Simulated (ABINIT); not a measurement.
Crystal: ZrB2.

```
Zr B
1.0
     3.17000    0.00000    0.00000
    -1.58500    2.74530    0.00000
     0.00000    0.00000    3.53300
Zr B
1 2
Direct
  0.00000 0.00000 0.00000
  0.66667 0.33333 0.50000
  0.33333 0.66667 0.50000
```

Base run:

- Program: ABINIT 10.8.3 (patched build)
- Functional: PBEsol
- Potentials or basis: JTH PAW PBE v2.0
- Cutoff: 544 eV
- k mesh: 10 × 10 × 8
- Occupations: fermi-dirac, width 0.05 eV
- Spin: no spin polarisation

Its results: band gap on the k mesh none (metal or under the smearing width); pressure -4.2 GPa.

Q: After a change of settings the same cell gave: band gap on the k mesh none (metal or under the smearing width); pressure -8.7 GPa. Which change was it?
A. functional from PBEsol to revPBE
B. functional from PBEsol to WC
C. functional from PBEsol to RPBE
D. functional from PBEsol to LDA

A: D.

LDA binds more tightly than PBEsol, so the same cell stands under less pressure.

Caveats: the PAW data sets were made with another functional, which shifts forces and pressure a little.

Runs at the PBE level aren't shown here.
